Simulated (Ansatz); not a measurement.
Consider AlP in the zinc blende structure (space group F-43m, No. 216; a = 5.508 Å).

All numbers come from PBE/PAW in Ansatz (a quantum-chemistry and plane-wave program), without spin-orbit coupling.

One thing is altered: full substitution P → Sb; the structure is relaxed again.

Measured lattice parameter a: AlP 5.451 Å (static lattice; corrected from measurement; as listed in Daniel Mejia-Rodriguez, S. B. Trickey, Phys. Rev. B (2018)); AlSb 6.128 Å (0 K or low temperature; as listed in Guo-Xu Zhang et al., New Journal of Physics (2018)).

How well does PBE reproduce the measured shift?

With PBE the lattice parameter a moves by +0.718 Å (5.508 → 6.225) against +0.677 Å measured. The two measured values stand on different bases (one corrected, one not), which blurs small differences.

Stability against distortions was not tested.
